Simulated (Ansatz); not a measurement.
**From the elastic tensor of Ta at 35 GPa (stress–strain coefficients) to moduli and sound speeds**

Theory: DFT PBE, scalar-relativistic, plane waves, PAW in Ansatz 0.2.0. Settings: 420 eV plane-wave cutoff, Γ-centred 20×20×20 mesh, Fermi-Dirac smearing of 0.15 eV. No spin polarisation.

It takes space group Im-3m (No. 229, cubic). Conventional cell: a = 3.171 Å, b = 3.171 Å, c = 3.171 Å, α = 90.00°, β = 90.00°, γ = 90.00°. Ta (site symmetry m-3m) has 8 Ta at 2.75 Å as nearest neighbours.

In a metal, frequencies and elastic constants depend on the k mesh and the smearing, soft modes and shear constants most. Spin–orbit coupling is left out, which can shift energies with elements as heavy as these. Other phases may be more stable at this pressure.

Relaxed-ion constants (GPa, on the Cartesian axes of the calculation):
```
420.5 262.0 262.0   0.0   0.0   0.0
262.0 420.5 262.0   0.0   0.0   0.0
262.0 262.0 420.5   0.0   0.0   0.0
  0.0   0.0   0.0  99.3   0.0   0.0
  0.0   0.0   0.0   0.0  99.3   0.0
  0.0   0.0   0.0   0.0   0.0  99.3
```

Density 18.847 g/cm³; 1 atom in 15.94 Å³.

The values that follow are for a polycrystal of randomly turned grains, by Hill's mean where one number stands.

With S = C⁻¹: B_V = (C11+C22+C33+2(C12+C13+C23))/9, G_V = (C11+C22+C33−C12−C13−C23+3(C44+C55+C66))/15, 1/B_R = S11+S22+S33+2(S12+S13+S23), 15/G_R = 4(S11+S22+S33−S12−S13−S23)+3(S44+S55+S66); Hill is their mean. Then v_l = √((B+4G/3)/ρ), v_t = √(G/ρ), v_m = [(2/v_t³+1/v_l³)/3]^(−1/3) and Θ = (ħ/k_B)·v_m·(6π²n/V)^(1/3) for n atoms in the volume V; E = 9BG/(3B+G), ν = (3B−2G)/(2(3B+G)) and A^U = 5G_V/G_R + B_V/B_R − 6.

| Quantity | Value |
| --- | --- |
| Bulk modulus, Voigt / Reuss / Hill | 314.8 / 314.8 / 314.8 GPa |
| Shear modulus, Voigt / Reuss / Hill | 91.3 / 90.2 / 90.8 GPa |
| Young's modulus | 248 GPa |
| Poisson ratio | 0.369 |
| Pugh ratio B/G | 3.47 |
| Universal anisotropy index | 0.06 |
| Longitudinal and transverse sound speeds | 4809 and 2194 m/s |
| Debye temperature from the mean sound speed | 293 K |

Cost: 1 run of about 0.89 core-minutes, on AMD EPYC 7R43 (Zen 3) (shared hosts).

Compressed tantalum resists a change of volume far more than a change of shape: the bulk modulus is 314.8 GPa, the Hill shear modulus only 90.8 GPa. Partly filled 5d bonding states and the repulsion between compressed cores make the lattice hard to squeeze, while the metallic electron density adapts fairly easily to shear. C12 exceeds C44 by much more than twice the applied pressure, the difference that purely central forces would give in this lattice, so many-body d-electron bonding matters. C44 also lies somewhat above (C11−C12)/2, which makes ⟨111⟩, the nearest-neighbour direction, the stiffest under uniaxial load, although the anisotropy is small.

The constants satisfy the cubic stability conditions under load, so the bcc lattice resists small homogeneous strains; this doesn't exclude a phonon instability at finite wavevector. The high Pugh ratio fits the known ductility of tantalum, but pressure itself generally raises the bulk modulus faster than the shear modulus, so the ratio is no independent measure of plasticity here.
